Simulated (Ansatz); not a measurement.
# MgSi (P4/mmm) in Ansatz: notebook

Runs on MgSi. Level: PBEsol. Tasks: single point.

All numbers are computed with Ansatz 0.2.0; they aren't measurements. Logs are shortened: lines on timing, memory, paths and dates and some standing lists are left out, and cuts for length are marked.

## (1) Starting point

Symmetry: P4/mmm, No. 123, tetragonal system. The conventional cell has a = 2.908 Å, b = 2.908 Å, c = 4.103 Å, α = 90.00°, β = 90.00°, γ = 90.00°. Si (site symmetry 4/mmm) has 8 Mg at 2.90 Å and 4 Si at 2.91 Å as nearest neighbours. Mg (site symmetry 4/mmm) has 8 Si at 2.90 Å and 4 Mg at 2.91 Å as nearest neighbours.

The cell comes from a database or a generator and needn't be the stable form of this composition.

## (2) Single point, PBEsol, 16.31 Å³/atom (volume scaled by 0.94)

The input, input.yaml:

```yaml
crystal:
  lattice:
    - [2.8490223611, 0.0, 0.0]
    - [0.0, 2.8490223611, 0.0]
    - [0.0, 0.0, 4.0196600873]
  atoms:
    - { symbol: Si, position: [0.5, 0.5, 0.5] }
    - { symbol: Mg, position: [0.0, 0.0, 0.0] }
kpoints:
  mp_grid: { grid: [9, 9, 7] }
scf:
  occupations: { method: fermi_dirac, width: 0.05 }
hamiltonian:
  xc: pbesol
  pseudopotentials: { kind: all_electron, lapw: { basis_error: 0.0005 } }
output:
  forces: true
  stress: true
  eigenvalues: true
```

Potentials or basis: all-electron LAPW, scalar-relativistic.

Started as:

```
> ansatz run input.yaml --threads 1 --pin off --max-ram 3072MiB --backend cpu --events-out ev --progress --plain --runs-dir out
```

What it wrote:

```text
Warning: RAYON_NUM_THREADS=1 ignored (pool sized by the plan → 1); use --threads N
LAPW: plane waves up to 6.543 Å⁻¹, error target 5.0e-4 eV per atom; small_component_spin mean_spin; Mg in spheres of 1.425 Å, 10 of its electrons in bands, Dirac shells []; Si in spheres of 1.421 Å, 12 of its electrons in bands, Dirac shells [] (how accurate: hamiltonian.pseudopotentials.lapw.basis_error, Limitations)
Engine: ansatz 0.2.0, aarch64-unknown-linux-gnu
Pseudopotentials: kind: all_electron
Pseudopotential: Si, LAPW, valence charge 12, lapw/all_electron/scalar/gaussian/Si, Koelling and Harmon's equation, gaussian nucleus
Pseudopotential: Mg, LAPW, valence charge 10, lapw/all_electron/scalar/gaussian/Mg, Koelling and Harmon's equation, gaussian nucleus
Functional definition: PBEsol
  exchange = pbesol_x
  correlation = pbesol_c
Crystal: 2 atoms, lattice volume = 32.627 Å³
Basis set: ecut = 163.12579616060228 eV, 145 PW (Γ), exchange–correlation at level 2
Bands: 15, of which v1, the nominal top of the filled ones, is band 11 counted from 1 (10 counted from 0)
Symmetry: 16 space group operations
Space group: P4/mmm (ITA 123), of the structure as read, at distance tolerance 3.2e-5 Å
k-points: 60 of 567
Non-local potential: Si, projectors of the file, none
Non-local potential: Mg, projectors of the file, none
Initial density: superposition of atomic densities (chi_scale 0.1, normalization cell, long waves kept (reshape's long-wave potential 0.00 eV rms))
Initial wavefunctions: plane waves of lowest kinetic energy (no species holds an atomic orbital)
Functional: x = pbesol(κ = 0.804, μ = 0.12345679012345678), c = pbesol(β = 0.046)
iter 1 solved again at ethr=1.35e-3 eV; its pass at ethr=1.00e-1 eV (dr2=2.97e-1 eV) is discarded
SCF iter   1: F=—  HF=-13317.579653 eV  |F-HF|=—  |Δ(HF+E_count)|=         —  Δρ=2.07e-2  dr2=2.98e-1  ethr=1.35e-3  ⟨swp⟩=2.1  Hψ=6390  notcnv=0
preconditioner: auto → none  [metal: Δε(μ)=0.050 eV  Ē_g=9.423 eV  σ=0.050 eV  W_gap=0.24  n_scr=6 (ndim 8)  ℏωp=15.9 eV  f_vac=0.000  D(μ)=0.81/eV (n_scr^D=2)  sad-step TF]
SCF iter   2: F=—  HF=-13317.503792 eV  |F-HF|=—  |Δ(HF+E_count)|=   7.59e-2  Δρ=1.37e-2  dr2=1.37e-1  ethr=1.35e-3  ⟨swp⟩=2.0  Hψ=2792  notcnv=0
iter 3 solved again at ethr=2.99e-5 eV; its pass at ethr=6.25e-4 eV (dr2=6.58e-3 eV) is discarded
SCF iter   3: F=—  HF=-13317.462969 eV  |F-HF|=—  |Δ(HF+E_count)|=   4.08e-2  Δρ=2.78e-3  dr2=6.62e-3  ethr=2.99e-5  ⟨swp⟩=2.0  Hψ=4723  notcnv=0
SCF iter   4: F=—  HF=-13317.460437 eV  |F-HF|=—  |Δ(HF+E_count)|=         —  Δρ=9.40e-4  dr2=9.67e-4  ethr=2.99e-5  ⟨swp⟩=2.9  Hψ=2858  notcnv=0
the basis was enlarged: its passes take 1.6 MiB over the memory plan, 1 of 1 planned eigensolver slots
SCF iter   5: F=—  HF=-13317.460069 eV  |F-HF|=—  |Δ(HF+E_count)|=   3.68e-4  Δρ=2.09e-4  dr2=4.31e-5  ethr=4.40e-6  ⟨swp⟩=2.1  Hψ=2574  notcnv=0
SCF iter   6: F=—  HF=-13317.460055 eV  |F-HF|=—  |Δ(HF+E_count)|=   1.45e-5  Δρ=3.47e-5  dr2=1.15e-6  ethr=1.96e-7  ⟨swp⟩=2.2  Hψ=2579  notcnv=0
SCF iter   7: F=-13317.460054 eV  HF=-13317.460054 eV  |F-HF|=2.55e-9  |Δ(HF+E_count)|=   3.34e-7  Δρ=2.15e-6  dr2=1.39e-9  ethr=5.22e-9  ⟨swp⟩=2.4  Hψ=2594  notcnv=0
SCF 1 converged in 7 iterations: F = -13317.460054 eV  dr2 = 1.39e-9
SCF converged after 7 iterations
Free energy (F): -13317.460054 eV
Harris-Foulkes:  -13317.460054 eV  (|F-HF|=2.55e-9)
Internal energy: -13317.452920 eV  (E = F + TS)
E sigma→0 (E₀):  -13317.456487 eV
Entropy (-TS):   -0.007134 eV (-3.567 meV/atom)
Fermi energy:    9.484914 eV
--- Per-component energies (eV) ---
  E_band       = -1034.731861
  E_kinetic    = 13345.072934
  E_xc         = -989.920735
  E_electrostatic = -25672.605120  (all electrons and nuclei)
  E_smearing   = -0.007134  (= −TS)
  E_closure    = 0.000000  (closes the sum)
  E_atoms      = -13310.142063  (free atoms, spherical and without spin; not in F)
  Σ components = -13317.460054   (vs F -13317.460054, Δ=0.00e0)
  Basis errors (estimates in eV, not in F): energy 1.0e-4 per atom: plane waves 8.5e-5 (4.3e-5 summed), levels above the bands 7.8e-52, relativity 5.7e-9, radial functions 1.9e-5, core shells 5.5e-12; eigenvalues (radial functions only) 1.8e-6; not estimated: angular momenta, meshes, grids; target (lapw.basis_error) 5.0e-4; muffin-tin radii Mg 1.425 Å, Si 1.421 Å
--- Forces (eV/Å), atoms counted from 1 ---
  atom   1  Si     0.00000000     0.00000000     0.00000000
  atom   2  Mg    -0.00000000     0.00000000     0.00000000
  max |Σ_I F_I| component: 1.97e-31 eV/Å
--- Stress (GPa, compression-positive) ---
        4.677255       0.000000       0.000000
        0.000000       4.677255       0.000000
        0.000000       0.000000      -1.312489
  P = ⅓ Tr σ = 2.6807 GPa (26.807 kbar)
--- Band table (eV; the first three rows and the last of 60) ---
  k-point 0: bands = ["-124.3786", "-80.6746", "-80.6746", "-80.6358", "-66.1677", "-33.1048", "-33.0987", "-33.0987", "-2.0613", "6.6231", "8.5998", "14.2211", "14.2211", "15.0221", "18.4544"]
  k-point 1: bands = ["-124.3786", "-80.6746", "-80.6746", "-80.6358", "-66.1677", "-33.1051", "-33.0987", "-33.0987", "-1.9131", "5.1856", "10.3891", "14.3024", "14.3024", "15.1874", "18.5976"]
  k-point 2: bands = ["-124.3786", "-80.6746", "-80.6746", "-80.6358", "-66.1677", "-33.1057", "-33.0987", "-33.0987", "-1.5084", "3.4713", "13.1887", "14.5070", "14.5070", "15.6594", "18.9744"]
  k-point 59: bands = ["-124.3783", "-80.6767", "-80.6767", "-80.6355", "-66.1581", "-33.1503", "-33.1501", "-33.0937", "5.3162", "7.2005", "7.8357", "8.4284", "11.0170", "11.2977", "11.3365"]
```

It took 4.2 s on 1 thread of Arm Neoverse V2, shared host; peak memory 0.26 GiB.

What came out:

| Property | Result |
| --- | --- |
| Free energy | -13317.4601 eV |
| Pressure | 2.7 GPa |
| Band gap on the k mesh | none (metal or under the smearing width) |

## (3) Single point, PBEsol, 16.66 Å³/atom (volume scaled by 0.96)

Changes to input.yaml since step 2:

```diff
@@ -2,5 +2,5 @@
   lattice:
-    - [2.8490223611, 0.0, 0.0]
-    - [0.0, 2.8490223611, 0.0]
-    - [0.0, 0.0, 4.0196600873]
+    - [2.8690865599, 0.0, 0.0]
+    - [0.0, 2.8690865599, 0.0]
+    - [0.0, 0.0, 4.0479684854]
   atoms:
```

Potentials or basis: all-electron LAPW, scalar-relativistic.

Started as:

```
> ansatz run input.yaml --threads 1 --pin off --max-ram 3072MiB --backend cpu --events-out ev --progress --plain --runs-dir out
```

Run time: 4.2 s. Hardware: 1 thread of Arm Neoverse V2, shared host; peak memory 0.27 GiB.

The run converged. Its results:

| Item | Value |
| --- | --- |
| Free energy | -13317.4683 eV |
| Pressure | 1.1 GPa |
| Band gap on the k mesh | none (metal or under the smearing width) |

## (4) Single point, PBEsol, 17.01 Å³/atom (volume scaled by 0.98)

Changes to input.yaml since step 3:

```diff
@@ -2,5 +2,5 @@
   lattice:
-    - [2.8690865599, 0.0, 0.0]
-    - [0.0, 2.8690865599, 0.0]
-    - [0.0, 0.0, 4.0479684854]
+    - [2.888873989, 0.0, 0.0]
+    - [0.0, 2.888873989, 0.0]
+    - [0.0, 0.0, 4.0758863917]
   atoms:
```

Started as:

```
> ansatz run input.yaml --threads 1 --pin off --max-ram 3072MiB --backend cpu --events-out ev --progress --plain --runs-dir out
```

Wall time 4.1 s (1 thread of Arm Neoverse V2, shared host); peak memory 0.25 GiB.

Results (log left out):

```
Free energy            : -13317.4701 eV
Pressure               : -0.3 GPa
Band gap on the k mesh : none (metal or under the smearing width)
```

## (5) Single point, PBEsol, 17.35 Å³/atom

Changes to input.yaml since step 4:

```diff
@@ -2,5 +2,5 @@
   lattice:
-    - [2.888873989, 0.0, 0.0]
-    - [0.0, 2.888873989, 0.0]
-    - [0.0, 0.0, 4.0758863917]
+    - [2.908394, 0.0, 0.0]
+    - [0.0, 2.908394, 0.0]
+    - [0.0, 0.0, 4.103427]
   atoms:
```

Started as:

```
> ansatz run input.yaml --threads 1 --pin off --max-ram 3072MiB --backend cpu --events-out ev --progress --plain --runs-dir out
```

Wall time 4.1 s (1 thread of Arm Neoverse V2, shared host); peak memory 0.26 GiB.

It converged, with:

```yaml
Free_energy: -13317.4662 eV
Pressure: -1.5 GPa
Band_gap_on_the_k_mesh: none (metal or under the smearing width)
```

## (6) Single point, PBEsol, 17.70 Å³/atom (volume scaled by 1.02)

Changes to input.yaml since step 5:

```diff
@@ -2,5 +2,5 @@
   lattice:
-    - [2.908394, 0.0, 0.0]
-    - [0.0, 2.908394, 0.0]
-    - [0.0, 0.0, 4.103427]
+    - [2.9276554487, 0.0, 0.0]
+    - [0.0, 2.9276554487, 0.0]
+    - [0.0, 0.0, 4.1306028052]
   atoms:
```

Potentials or basis: all-electron LAPW, scalar-relativistic.

Started as:

```
> ansatz run input.yaml --threads 1 --pin off --max-ram 3072MiB --backend cpu --events-out ev --progress --plain --runs-dir out
```

It took 4 s on 1 thread of Arm Neoverse V2, shared host; peak memory 0.26 GiB.

The run converged. Its results:

```yaml
Free_energy: -13317.4571 eV
Pressure: -2.7 GPa
Band_gap_on_the_k_mesh: none (metal or under the smearing width)
```

## (7) Single point, PBEsol, 18.05 Å³/atom (volume scaled by 1.04)

Changes to input.yaml since step 6:

```diff
@@ -2,5 +2,5 @@
   lattice:
-    - [2.9276554487, 0.0, 0.0]
-    - [0.0, 2.9276554487, 0.0]
-    - [0.0, 0.0, 4.1306028052]
+    - [2.9466667311, 0.0, 0.0]
+    - [0.0, 2.9466667311, 0.0]
+    - [0.0, 0.0, 4.1574256529]
   atoms:
```

Started as:

```
> ansatz run input.yaml --threads 1 --pin off --max-ram 3072MiB --backend cpu --events-out ev --progress --plain --runs-dir out
```

Run time: 4.1 s. Hardware: 1 thread of Arm Neoverse V2, shared host; peak memory 0.26 GiB.

The run converged. Its results:

```yaml
Free_energy: -13317.4433 eV
Pressure: -3.7 GPa
Band_gap_on_the_k_mesh: none (metal or under the smearing width)
```

## (8) Single point, PBEsol, 18.40 Å³/atom (volume scaled by 1.06)

Changes to input.yaml since step 7:

```diff
@@ -2,5 +2,5 @@
   lattice:
-    - [2.9466667311, 0.0, 0.0]
-    - [0.0, 2.9466667311, 0.0]
-    - [0.0, 0.0, 4.1574256529]
+    - [2.9654358151, 0.0, 0.0]
+    - [0.0, 2.9654358151, 0.0]
+    - [0.0, 0.0, 4.1839067851]
   atoms:
```

Started as:

```
> ansatz run input.yaml --threads 1 --pin off --max-ram 3072MiB --backend cpu --events-out ev --progress --plain --runs-dir out
```

Run time: 4 s. Hardware: 1 thread of Arm Neoverse V2, shared host; peak memory 0.25 GiB.

Results (log left out):

```
Free energy            : -13317.4253 eV
Pressure               : -4.6 GPa
Band gap on the k mesh : none (metal or under the smearing width)
```

## (9) The reference run

An earlier run on the cell as given: functional PBEsol; potentials or basis all-electron LAPW, scalar-relativistic; cutoff 139 eV (chosen from the basis error); basis error allowed 0.001 eV/atom; k mesh 9 × 9 × 7; occupations fermi-dirac, width 0.05 eV; no spin polarisation.

- Pressure: -1.5 GPa
- Band gap on the k mesh: none (metal or under the smearing width)
- Loewdin charges: Si -1.04; Mg +1.27 e
